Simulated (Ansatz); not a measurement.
The system is Al2Cu.

```
CELL_PARAMETERS angstrom
4.10518 0.00000 0.00000
0.00000 4.10518 0.00000
0.00000 0.00000 2.89131
ATOMIC_POSITIONS crystal
Cu 0.00000 0.00000 0.00000
Al 0.00000 0.50000 0.50000
Al 0.50000 0.00000 0.50000
```

The cell comes from a database or a generator and needn't be the stable form of this composition.

| Property | Result |
| --- | --- |
| Program | Ansatz 0.2.0 |
| Task | relaxation of cell and atoms |
| Functional | PBEsol |
| Potentials or basis | Ansatz PAW |
| Cutoff | 420 eV (not typed: the program's choice for these potentials) |
| k mesh | 7 × 7 × 9 |
| Occupations | fermi-dirac, width 0.05 eV |
| Spin | no spin polarisation |

At the start: volume 16.24 Å³/atom.

Question: How do energy, volume and symmetry change on relaxing?

Answer: It ends after 5 steps and the volume is 15.84 Å³/atom (-2.5 %); space group P4/mmm (No. 123, to 0.05 Å).

The path:
```tsv
step	energy change (eV)	largest force (eV/Å)	volume (Å³)
1	0.0000	0.0000	48.73
2	-0.0101	0.0000	47.89
3	-0.0111	0.0000	47.50
4	-0.0111	0.0000	47.52
5	-0.0107	0.0000	47.52
```

Final structure:
```
CELL_PARAMETERS angstrom
4.08619 0.00000 0.00000
0.00000 4.08619 0.00000
0.00000 0.00000 2.84600
ATOMIC_POSITIONS crystal
Cu 0.00000 0.00000 0.00000
Al 0.00000 0.50000 0.50000
Al 0.50000 0.00000 0.50000
```

Caveat: the plane-wave basis is chosen anew once the cell has moved, so the energies of steps on either side of that aren't comparable; the PAW data sets come from PBE, with cores solved anew for the run's functional, which leaves a small shift of forces and pressure.
